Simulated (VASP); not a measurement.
# AlP (F-43m) in VASP: further runs

Aim: see how the results for AlP move with the level of theory and the settings. Levels: r2SCAN, PBE, HSE06, PBE0. Tasks: single point, relaxation of cell and atoms.

Program: VASP 6.6.1. These are calculated values, not measurements. Logs are shortened: lines on timing, memory, paths and dates and some standing lists are left out, and cuts for length are marked.

**The experiment to reproduce.**

From a printed reference work, data compilation, for a bulk crystal of AlP at 4.2 K: band gap 2.505 eV (indirect).

How close the calculation comes is told below.

### Step 1. The cell of the first run

Symmetry: F-43m, No. 216, cubic system. The conventional cell has a = 5.550 Å, b = 5.550 Å, c = 5.550 Å, α = 90.00°, β = 90.00°, γ = 90.00°. Al (site symmetry -43m) has 4 P at 2.40 Å within 3.2 Å. P (site symmetry -43m) has 4 Al at 2.40 Å within 3.2 Å.

### Step 2. Single point, r2SCAN

The input, POSCAR:

```
AlP
1.0
    0.0000000000      2.7751780200      2.7751780200
    2.7751780200      0.0000000000      2.7751780200
    2.7751780200      2.7751780200      0.0000000000
Al P
1 1
Direct
    0.0000000000      0.0000000000      0.0000000000
    0.2500000000      0.2500000000      0.2500000000
```

The input, INCAR.step1:

```
  PREC = Accurate
  ENCUT = 550
  ISMEAR = -1
  SIGMA = 0.02
  LREAL = F
  LASPH = T
  NELM = 120
  NBANDS = 11
  GGA = PE
  ALGO = Normal
  EDIFF = 1E-5
  LWAVE = T
  LCHARG = F
  GGA_COMPAT = F
```

The input, INCAR.step2:

```
  PREC = Accurate
  ENCUT = 550
  EDIFF = 1E-6
  ISMEAR = -1
  SIGMA = 0.02
  LREAL = F
  LASPH = T
  NELM = 120
  ALGO = Normal
  ISIF = 2
  LWAVE = F
  LCHARG = T
  METAGGA = R2SCAN
  LMIXTAU = T
  LELF = T
  LVHAR = T
  NBANDS = 11
  ISTART = 1
  GGA_COMPAT = F
```

The input, KPOINTS:

```
regular mesh
0
Gamma
  10 10 10
```

Potentials or basis: VASP PAW PBE potentials, release 64 (Al, P).

On the command line:

```bash
$ cat potpaw_PBE.64/Al/POTCAR potpaw_PBE.64/P/POTCAR > POTCAR
$ cp INCAR.step1 INCAR
$ mpirun -np 1 vasp_std > vasp.out
$ cp INCAR.step2 INCAR
$ mpirun -np 1 vasp_std > vasp.out
```

OUTCAR:

```text
PREC = Accurate
   ENCUT = 550
   EDIFF = 1E-6
   ISMEAR = -1
   LREAL = F
   LASPH = T
   NELM = 120
   ISIF = 2
   METAGGA = R2SCAN
   ISTART = 1

 ion  position               nearest neighbor table
   1  0.000  0.000  0.000-   2 2.40   2 2.40   2 2.40   2 2.40
   2  0.250  0.250  0.250-   1 2.40   1 2.40   1 2.40   1 2.40

  LATTYP: Found a face centered cubic cell.
 ALAT       =     5.5503560400

  Lattice vectors:

 A1 = (   0.0000000000,   2.7751780200,   2.7751780200)
 A2 = (   2.7751780200,   0.0000000000,   2.7751780200)
 A3 = (   2.7751780200,   2.7751780200,   0.0000000000)

Analysis of symmetry for initial positions (statically):
=====================================================================
 Subroutine PRICEL returns:
 Original cell was already a primitive cell.

 Routine SETGRP: Setting up the symmetry group for a
 face centered cubic supercell.

 Subroutine GETGRP returns: Found 24 space group operations
 (whereof 24 operations were pure point group operations)
 out of a pool of 48 trial point group operations.

The static configuration has the point symmetry T_d .

Analysis of symmetry for dynamics (positions and initial velocities):
=====================================================================
 Subroutine PRICEL returns:
 Original cell was already a primitive cell.

 Routine SETGRP: Setting up the symmetry group for a
 face centered cubic supercell.

 Subroutine GETGRP returns: Found 24 space group operations
 (whereof 24 operations were pure point group operations)
 out of a pool of 48 trial point group operations.

The dynamic configuration has the point symmetry T_d .

 Subroutine INISYM returns: Found 24 space group operations
 (whereof 24 operations are pure point group operations),
 and found     1 'primitive' translations

----------------------------------------------------------------------------------------

                                     Primitive cell

  volume of cell :      42.7467

  direct lattice vectors                    reciprocal lattice vectors
     0.000000000  2.775178020  2.775178020    -0.180168622  0.180168622  0.180168622
     2.775178020  0.000000000  2.775178020     0.180168622 -0.180168622  0.180168622
     2.775178020  2.775178020  0.000000000     0.180168622  0.180168622 -0.180168622

  length of vectors
     3.924694394  3.924694394  3.924694394     0.312061207  0.312061207  0.312061207

  position of ions in fractional coordinates (direct lattice)
     0.000000000  0.000000000  0.000000000
     0.250000000  0.250000000  0.250000000

  ion indices of the primitive-cell ions
   primitive index   ion index
                 1           1
                 2           2

----------------------------------------------------------------------------------------

 KPOINTS: regular mesh

Automatic generation of k-mesh.
 Grid dimensions read from file:
 generate k-points for:   10   10   10

 Generating k-lattice:

  Cartesian coordinates                     Fractional coordinates (reciprocal lattice)
    -0.018016862  0.018016862  0.018016862     0.100000000  0.000000000  0.000000000
     0.018016862 -0.018016862  0.018016862     0.000000000  0.100000000  0.000000000
     0.018016862  0.018016862 -0.018016862     0.000000000  0.000000000  0.100000000

  Length of vectors
     0.031206121  0.031206121  0.031206121

  Shift w.r.t. Gamma in fractional coordinates (k-lattice)
     0.000000000  0.000000000  0.000000000

 Subroutine IBZKPT returns following result:
 ===========================================

 Found     47 irreducible k-points:

 Following reciprocal coordinates:
            Coordinates               Weight
  0.000000  0.000000  0.000000      1.000000
  0.100000  0.000000  0.000000      8.000000
  0.200000  0.000000  0.000000      8.000000
  0.300000  0.000000  0.000000      8.000000
  0.400000  0.000000  0.000000      8.000000
  0.500000  0.000000  0.000000      4.000000
[... 16 lines left out ...]
  0.300000  0.300000  0.000000      6.000000
  0.400000  0.300000  0.000000     24.000000
 [... further k-points ...]
   k-points           NKPTS =     47   k-points in BZ     NKDIM =     47   number of bands    NBANDS=     11
   number of dos      NEDOS =    301   number of ions     NIONS =      2
   total plane-waves  NPLWV =  27000
   dimension x,y,z NGX =    30 NGY =   30 NGZ =   30
   dimension x,y,z NGXF=    60 NGYF=   60 NGZF=   60
   ions per type =               1   1
   NGX,Y,Z   is equivalent  to a cutoff of  12.71, 12.71, 12.71 a.u.
   NGXF,Y,Z  is equivalent  to a cutoff of  25.42, 25.42, 25.42 a.u.
 SYSTEM =  unknown system
   PREC   = accura    normal or accurate (medium, high low for compatibility)
   ISTART =      1    job   : 0-new  1-cont  2-samecut
   ICHARG =      0    charge: 1-file 2-atom 10-const
   ISPIN  =      1    spin polarized calculation?
   LNONCOLLINEAR =      F non collinear calculations
   LSORBIT =      F    spin-orbit coupling
   LASPH  =      T    aspherical Exc in radial PAW
   ENCUT  =  550.0 eV  40.42 Ry    6.36 a.u.   7.50  7.50  7.50*2*pi/ulx,y,z
   NELM   =    120;   NELMIN=  2; NELMDL=  0     # of ELM steps
   EDIFF  = 0.1E-05   stopping-criterion for ELM
   LREAL  =      F    real-space projection
   EDIFFG = 0.1E-04   stopping-criterion for IOM
   NSW    =      0    number of steps for IOM
   IBRION =     -1    ionic relax: 0-MD 1-quasi-New 2-CG
   NFREE  =      0    steps in history (QN), initial steepest desc. (CG)
   ISIF   =      2    stress and relaxation
   ISYM   =      2    0-nonsym 1-usesym 2-fastsym
   POTIM  = 0.5000    time-step for ionic-motion
   TEBEG  =    0.0;   TEEND  =   0.0 temperature during run
   PSTRESS=    0.0 pullay stress
   NELECT =       8.0000    total number of electrons
   NUPDOWN=      -1.0000    fix difference up-down
   EMIN   =  10.00;   EMAX   =-10.00  energy-range for DOS
   EFERMI =   0.00;   METHOD = LEGACY
   ISMEAR =    -1;   SIGMA  =   0.02  broadening in eV -4-tet -1-fermi 0-gaus
   EFERMI_NEDOS =   21; number of points for ismear=-14 and -15
   IALGO  =     38    algorithm
   IMIX   =      4    mixing-type and parameters
     AMIX     =   0.40;   BMIX     =  1.00
     AMIX_MAG =   1.60;   BMIX_MAG =  1.00
  volume/ion in A,a.u.               =      21.37       144.23
  Fermi-wavevector in a.u.,A,eV,Ry     =   0.936420  1.769577 11.930708  0.876882
  Thomas-Fermi vector in A             =   2.063428
   LORBIT       =      0    0 simple, 1 ext, 2 COOP (PROOUT), +10 PAW based schemes
   METAGGA = R2SCAN    functional components
   LHFCALC =     F    Hartree Fock is set to
   AEXX    =    0.0000 exact exchange contribution
   IVDW    =     0    specifies the selected vdW correction
   LEPSILON=     F    determine dielectric tensor
   LRPA    =     F    only Hartree local field effects (RPA)
 non-spin polarized calculation
  energy-cutoff  :      550.00
  volume of cell :       42.75
 maximum number of plane-waves:      1271
   NGX = 15   NGY = 15   NGZ = 15

 number of electron       8.0000000 magnetization

 Free energy of the ion-electron system (eV)
  ---------------------------------------------------
  ext. energy  EPLUGINS =         0.00000000
  ---------------------------------------------------
  free energy    TOTEN  =       -17.18989806 eV

  energy without entropy =      -17.18989806  energy(sigma->0) =      -17.18989806

 E-fermi :   4.4061     XC(G=0):  -9.4377

 val. band max:        3.9661098489   @ k =   0.0000   0.0000   0.0000
 cond. band min:       5.9625415009   @ k =   0.5000   0.5000   0.0000
 fundamental gap:      1.9964316520
 Fermi energy:         4.4061003484

 k-point     1 :       0.0000    0.0000    0.0000
  band No.  band energies     occupation
      1      -7.7412      2.00000
      2       3.9661      2.00000
      3       3.9661      2.00000
      4       3.9661      2.00000
      5       7.5193      0.00000
      6       8.8667      0.00000
      7       8.8667      0.00000
      8       8.8667      0.00000
      9      13.2198      0.00000
     10      13.2198      0.00000
     11      14.7889      0.00000

 k-point     2 :       0.1000    0.0000    0.0000
  band No.  band energies     occupation
      1      -7.6318      2.00000
      2       3.1310      2.00000
      3       3.8693      2.00000
      4       3.8693      2.00000
      5       7.9266      0.00000
      6       9.0597      0.00000
      7       9.0597      0.00000
      8       9.1188      0.00000
      9      12.8760      0.00000
     10      12.8760      0.00000
     11      15.2777      0.00000

 k-point     3 :       0.2000    0.0000    0.0000
  band No.  band energies     occupation
      1      -7.3167      2.00000
      2       1.6013      2.00000
      3       3.6475      2.00000
      4       3.6475      2.00000
      5       7.7852      0.00000
      6       9.4035      0.00000
      7       9.4035      0.00000
      8      10.4443      0.00000
      9      12.5821      0.00000
     10      12.5821      0.00000
     11      15.2039      0.00000

 k-point     4 :       0.3000    0.0000    0.0000
  band No.  band energies     occupation
      1      -6.8461      2.00000
      2       0.1111      2.00000
      3       3.4187      2.00000
      4       3.4187      2.00000
      5       7.4332      0.00000
      6       9.4419      0.00000
      7       9.4419      0.00000
      8      11.9378      0.00000
      9      13.1577      0.00000
     10      13.1577      0.00000
     11      14.7633      0.00000

 k-point     5 :       0.4000    0.0000    0.0000
  band No.  band energies     occupation
      1      -6.3527      2.00000
      2      -1.0314      2.00000
      3       3.2595      2.00000
      4       3.2595      2.00000
      5       7.1820      0.00000
      6       9.2614      0.00000
      7       9.2614      0.00000
      8      12.6795      0.00000
      9      14.5465      0.00000
     10      14.5465      0.00000
     11      15.3571      0.00000
[... 211 lines left out ...]
 k-point    21 :      -0.3000    0.2000    0.0000
  band No.  band energies     occupation
      1      -6.2134      2.00000
      2      -0.5311      2.00000
      3       1.4600      2.00000
      4       3.1389      2.00000
      5       8.0967      0.00000
      6       9.8626      0.00000
      7      10.2921      0.00000
      8      11.5473      0.00000
      9      12.4255      0.00000
     10      15.4852      0.00000
     11      17.2781      0.00000

 k-point    22 :      -0.2000    0.2000    0.0000
  band No.  band energies     occupation
      1      -6.6835      2.00000
      2       0.3451      2.00000
      3       1.9005      2.00000
      4       3.4745      2.00000
      5       8.5262      0.00000
      6       9.7317      0.00000
      7       9.9526      0.00000
      8      10.5627      0.00000
      9      11.6577      0.00000
     10      15.5456      0.00000
     11      17.0801      0.00000

 k-point    23 :       0.3000    0.3000    0.0000
  band No.  band energies     occupation
      1      -6.5306      2.00000
      2       0.3929      2.00000
      3       2.4223      2.00000
      4       2.4223      2.00000
      5       6.8138      0.00000
      6       7.8756      0.00000
      7      12.2380      0.00000
      8      12.2380      0.00000
      9      13.2710      0.00000
     10      14.9490      0.00000
     11      19.0403      0.00000

 k-point    24 :       0.4000    0.3000    0.0000
  band No.  band energies     occupation
      1      -6.1323      2.00000
      2      -0.3155      2.00000
      3       1.9477      2.00000
      4       2.2484      2.00000
      5       6.7485      0.00000
      6       7.8013      0.00000
      7      12.3192      0.00000
      8      12.6123      0.00000
      9      14.9680      0.00000
     10      15.9414      0.00000
     11      18.0478      0.00000

 [... further k-points ...]
[... 5 lines left out ...]
  --------------------------------------------------------------------------------------
  -------------------------------------------------------------------------------------
  Total       -0.9447185     -0.9447185     -0.9447185     -0.0000000     -0.0000000      0.0000000
  in kB      -35.4087376    -35.4087376    -35.4087376     -0.0000000     -0.0000000      0.0000000
  external PRESSURE =     -35.4087376 kB  Pullay stress =       0.0000000 kB

 VOLUME and BASIS-vectors are now :
 -----------------------------------------------------------------------------
  energy-cutoff  :      550.00
  volume of cell :       42.75
      direct lattice vectors                 reciprocal lattice vectors
     0.000000000  2.775178020  2.775178020    -0.180168622  0.180168622  0.180168622
     2.775178020  0.000000000  2.775178020     0.180168622 -0.180168622  0.180168622
     2.775178020  2.775178020  0.000000000     0.180168622  0.180168622 -0.180168622

 POSITION                                       TOTAL-FORCE (eV/Angst)
 -----------------------------------------------------------------------------------
      0.00000      0.00000      0.00000         0.000000      0.000000      0.000000
      1.38759      1.38759      1.38759        -0.000000     -0.000000     -0.000000
 -----------------------------------------------------------------------------------
    total drift:                                0.000000      0.000000      0.000000

  FREE ENERGIE OF THE ION-ELECTRON SYSTEM (eV)
  ---------------------------------------------------
  free  energy   TOTEN  =       -17.1898980596 eV

  energy  without entropy=      -17.1898980596  energy(sigma->0) =      -17.18989806
```

Wall time 88 s (1 thread of Intel Xeon Platinum 8259CL at 2.50GHz (Skylake/Cascade Lake), shared host); peak memory 0.17 GiB.

Results:

- Free energy: -17.1899 eV
- Pressure: -3.5 GPa
- Band gap on the k mesh: 2.00 eV (least direct gap 3.55 eV)

Levels at points of the mesh, in eV from the valence-band top:
| k point | band 1 | band 2 | band 3 | band 4 | band 5 | band 6 | band 7 | band 8 | band 9 |
| --- | --- | --- | --- | --- | --- | --- | --- | --- | --- |
| (0.00, 0.00, 0.00) | -11.71 | 0.00 | 0.00 | 0.00 | 3.55 | 4.90 | 4.90 | 4.90 | 9.25 |
| (0.50, 0.00, 0.00) | -10.08 | -5.45 | -0.76 | -0.76 | 3.13 | 5.20 | 5.20 | 8.79 | 12.01 |
| (0.50, 0.50, 0.00) | -9.44 | -5.27 | -2.08 | -2.08 | 2.00 | 2.85 | 11.54 | 11.54 | 12.48 |

Caveat: the cell stands under tension; the PAW data sets were made with another functional, which shifts forces and pressure a little. A k mesh can miss the band edges.

[end of part 1 of 2]
